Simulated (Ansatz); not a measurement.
**CuO: equation of state with PBE**

The system is CuO.

```
Cu O
1.0
     2.83633    0.00000    0.00000
    -1.41816    2.45633    0.00000
     0.00000    0.00000    2.76811
Cu O
1 1
Cartesian
  0.0000 0.0000 0.0000
  1.4182 0.8188 1.3841
```

Measurements of this composition are mostly on another form, of space group No. 15.

```
Program             : Ansatz 0.2.0
Task                : equation of state
Functional          : PBE
Potentials or basis : all-electron LAPW, scalar-relativistic
Basis error allowed : 0.0005 eV/atom
k mesh              : 11 × 11 × 10
Occupations         : fermi-dirac, width 0.05 eV
Spin                : no spin polarisation
```

```json
{
 "Equilibrium volume": "9.61 Å³/atom",
 "Bulk modulus at fixed shape and positions": "170 GPa",
 "Pressure derivative of the bulk modulus": "4.8"
}
```

Energy against volume, from the lowest point:
```csv
volume (Å³/atom),energy (meV/atom)
9.064,18.49
9.257,7.43
9.450,1.45
9.643,0.00
9.836,2.58
10.028,8.75
10.221,18.11
```

All runs of the series together: 4.2 min on 1 thread of AMD EPYC 7R43 64-Core Processor (Zen 3), on a shared host.

Caveat: the cell was scaled at fixed shape and fractional positions, which overstates the stiffness of a crystal with free parameters, most of all of layers and chains; the run has no spin polarisation, though such a crystal can be magnetic.
